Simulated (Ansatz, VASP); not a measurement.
**Two plane-wave programs on AlN**

The input INCAR:

```
SYSTEM = AlN
PREC = Accurate
ENCUT = 520
EDIFF = 1E-6
ISMEAR = 0
SIGMA = 0.05
LREAL = .FALSE.
LASPH = .TRUE.
NELM = 100
ALGO = Normal
ISIF = 2
LWAVE = .FALSE.
LCHARG = .FALSE.
GGA = CA
NBANDS = 16
```

File KPOINTS:

```
regular mesh
0
G
  9 9 6
  0 0 0
```

POSCAR

```
AlN
1.0
    3.1143789636      0.0000000000      0.0000000000
   -1.5571894818      2.6971312995      0.0000000000
    0.0000000000      0.0000000000      4.9848021043
Al N
2 2
Direct
    0.3461934859      0.6923869718      0.0015212672
    0.6538065141      0.3076130282      0.5015212672
    0.3218578045      0.6437156091      0.3834787328
    0.6781421955      0.3562843909      0.8834787328
```

Input for Ansatz:

```yaml
crystal:
  lattice:
    - [3.1143789636, 0.0, 0.0]
    - [-1.5571894818, 2.6971312995, 0.0]
    - [0.0, 0.0, 4.9848021043]
  atoms:
    - { symbol: Al, position: [0.3461934859, 0.6923869718, 0.0015212672] }
    - { symbol: Al, position: [0.6538065141, 0.3076130282, 0.5015212672] }
    - { symbol: "N", position: [0.3218578045, 0.6437156091, 0.3834787328] }
    - { symbol: "N", position: [0.6781421955, 0.3562843909, 0.8834787328] }
basis:
  ecutwfc: 520.0
kpoints:
  mp_grid: { grid: [9, 9, 6] }
hamiltonian:
  xc: lda
scf:
  occupations: { method: gaussian, width: 0.05 }
output:
  forces: true
  stress: true
  eigenvalues: true
```

Change from the starting cell: mode 5 frozen in at +0.069 Å, equal normal strain along x, y and z +0.0083.

Alike in both runs: task single point; functional LDA; k mesh 9 × 9 × 6; occupations gaussian, width 0.05 eV; no spin polarisation.

```csv
,VASP,Ansatz
version,VASP 6.6.1,Ansatz 0.2.0
potentials or method,"VASP PAW LDA potentials, release 64 (Al, N)","scalar-relativistic, plane waves, PAW"
plane-wave cutoff (eV),520,520
valence electrons in the cell,16,16
```

|  | VASP | Ansatz | Ansatz less VASP |
| --- | --- | --- | --- |
| gap on the k mesh at the Fermi level (eV) | 4.14 | 4.14 | -0.004 |
| least direct gap on the mesh (eV) | 4.14 | 4.14 | -0.004 |
| pressure (GPa) | -4.6 | -5.1 | -0.51 |
| largest component of the traceless stress (GPa) | 0.70 | 0.73 | +0.027 |
| rms of the force components (eV/Å) | 0.185 | 0.185 | +0.0001 |

Atom by atom the forces differ by 0.001 eV/Å (rms over components).

Caveats: an odd mesh through Γ misses points on the zone boundary, where band edges often lie.
